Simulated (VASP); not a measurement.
Here is a VASP 6.6.1 calculation.

The input POSCAR:

```
HfO2
1.0
    0.0000000000      2.5093900000      2.5093900000
    2.5093900000      0.0000000000      2.5093900000
    2.5093900000      2.5093900000      0.0000000000
Hf O
1 2
Direct
    0.0000000000      0.0000000000      0.0000000000
    0.7500000000      0.7500000000      0.7500000000
    0.2500000000      0.2500000000      0.2500000000
```

The input INCAR.step1:

```
PREC     = Accurate       # precision mode
ENCUT    = 520            # plane-wave cutoff, eV
EDIFF    = 1E-5           # SCF threshold, eV
ISMEAR   = 0              # smearing method
SIGMA    = 0.02           # smearing width, eV
LREAL    = False          # projectors in reciprocal space
LASPH    = True           # aspherical terms in the spheres
NELM     = 80             # most SCF steps
ALGO     = Normal         # electronic algorithm
ISIF     = 2              # what is computed and relaxed
LWAVE    = True           # write WAVECAR
LCHARG   = False          # write CHGCAR
LMAXMIX  = 4              # l up to which the mixer works
NBANDS   = 18             # bands
GGA      = PE             # functional
```

File INCAR.step2:

```
PREC     = Accurate       # precision mode
ENCUT    = 520            # plane-wave cutoff, eV
EDIFF    = 1E-6           # SCF threshold, eV
ISMEAR   = 0              # smearing method
SIGMA    = 0.02           # smearing width, eV
LREAL    = False          # projectors in reciprocal space
LASPH    = True           # aspherical terms in the spheres
NELM     = 80             # most SCF steps
ALGO     = Normal         # electronic algorithm
ISIF     = 2              # what is computed and relaxed
LWAVE    = False          # write WAVECAR
LCHARG   = False          # write CHGCAR
LMAXMIX  = 4              # l up to which the mixer works
METAGGA  = MBJ            # meta-GGA
NBANDS   = 18             # bands
ISTART   = 1
```

The input KPOINTS:

```
Automatic mesh
0
Gamma
  8 8 8
```

File KPOINTS_OPT:

```
path GXWKGLUWLK,UX
15
line-mode
reciprocal
 0.0000000000  0.0000000000  0.0000000000  G
 0.5000000000  0.0000000000  0.5000000000  X

 0.5000000000  0.0000000000  0.5000000000  X
 0.5000000000  0.2500000000  0.7500000000  W

 0.5000000000  0.2500000000  0.7500000000  W
 0.3750000000  0.3750000000  0.7500000000  K

 0.3750000000  0.3750000000  0.7500000000  K
 0.0000000000  0.0000000000  0.0000000000  G

 0.0000000000  0.0000000000  0.0000000000  G
 0.5000000000  0.5000000000  0.5000000000  L

 0.5000000000  0.5000000000  0.5000000000  L
 0.6250000000  0.2500000000  0.6250000000  U

 0.6250000000  0.2500000000  0.6250000000  U
 0.5000000000  0.2500000000  0.7500000000  W

 0.5000000000  0.2500000000  0.7500000000  W
 0.5000000000  0.5000000000  0.5000000000  L

 0.5000000000  0.5000000000  0.5000000000  L
 0.3750000000  0.3750000000  0.7500000000  K

 0.6250000000  0.2500000000  0.6250000000  U
 0.5000000000  0.0000000000  0.5000000000  X
```

Potentials or basis: VASP PAW PBE potentials, release 64 (Hf_pv, O).

Launch:

```console
$ cat potpaw_PBE.64/Hf_pv/POTCAR potpaw_PBE.64/O/POTCAR > POTCAR
$ cp INCAR.step1 INCAR
$ mpirun -np 1 vasp_std > vasp.out
$ cp INCAR.step2 INCAR
$ mpirun -np 1 vasp_std > vasp.out
```

(1) Estimate the band gap along the path.

(2) What does it give for the band gap on the k mesh?

Answers

(1) 5.84 eV, indirect (least direct gap 5.85 eV).

(2) 5.84 eV, indirect (least direct gap 5.85 eV).

Caveat: spin-orbit coupling is left out, which moves the levels of the heavy elements.
